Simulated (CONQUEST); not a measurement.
Wanted: the native input for a CONQUEST 1.3 run.

```yaml
Task: single point
Functional: PBE
Potentials_or_basis: PseudoDojo NC PBE, SZ, linear scaling with L range 16 bohr, grid cutoff 120 Ha
Occupations: none (density matrix without k points)
Spin: no spin polarisation
Solver: linear scaling
SCF_tolerance: 1e-05
```

CdSe (Cadmoselite):

```
Cd Se
1.0
     4.30000    0.00000    0.00000
     0.00000    7.02000    0.00000
     0.00000    0.00000    7.44782
Cd Se
4 4
Direct
  0.49778 0.50014 0.83364
  0.99778 0.50014 0.33364
  0.01038 0.00047 0.66954
  0.51038 0.00047 0.16954
  0.49039 0.87992 0.83707
  0.99039 0.87992 0.33707
  0.49866 0.38410 0.16364
  0.99866 0.38410 0.66364
```

The cell isn't the ideal one: atoms moved at random, drawn with an rms of 0.05 Å.

These files were run (other wordings do the same):

Conquest_input

```
IO.Title CdSe
IO.Coordinates coords.dat
IO.FractionalAtomicCoords T
IO.Iprint 2
IO.Iprint_init 1
General.NumberOfSpecies 2
General.PseudopotentialType hamann
AtomMove.TypeOfRun static
AtomMove.FullStress T
Grid.GridCutoff 120
DM.SolutionMethod ordern
DM.L_range 16
DM.LVariations 60
minE.LTolerance 1e-6
minE.SCTolerance 1e-5
SC.MaxIters 100
IO.AtomChargeOutput T
%block ChemicalSpeciesLabel
1 112.410 Cd
2 78.960 Se
%endblock
```

coords.dat

```
    8.1258223359     0.0000000000     0.0000000000
    0.0000000000    13.2658773949     0.0000000000
    0.0000000000     0.0000000000    14.0743371399
8
  0.4977760000   0.5001450000   0.8336380000 1 T T T
  0.9977760000   0.5001450000   0.3336380000 1 T T T
  0.0103830000   0.0004670000   0.6695420000 1 T T T
  0.5103830000   0.0004670000   0.1695420000 1 T T T
  0.4903885000   0.8799150000   0.8370665000 2 T T T
  0.9903885000   0.8799150000   0.3370665000 2 T T T
  0.4986610000   0.3841000000   0.1636380000 2 T T T
  0.9986610000   0.3841000000   0.6636380000 2 T T T
```

Potentials or basis: PseudoDojo NC PBE, SZ, linear scaling with L range 16 bohr, grid cutoff 120 Ha.

Run with:

```sh
$ Conquest
```

Results of the run:

```yaml
Pressure: 10.2 GPa
Largest_force: 0.745 eV/Å
Mulliken_charges: Cd +0.95, +0.94; Se -0.94 e
```

Caveat: the atomic basis is small; Mulliken charges move with the basis; the density matrix is cut off at a finite range, which raises the energy and shifts forces and pressure; the basis of atomic orbitals isn't converged, which shifts pressures, moduli and gaps.

Wall time 7.1 min on 1 thread of Intel(R) Xeon(R) Platinum 8375C CPU @ 2.90GHz (Ice Lake), on a shared host, peak memory 0.7 GiB.
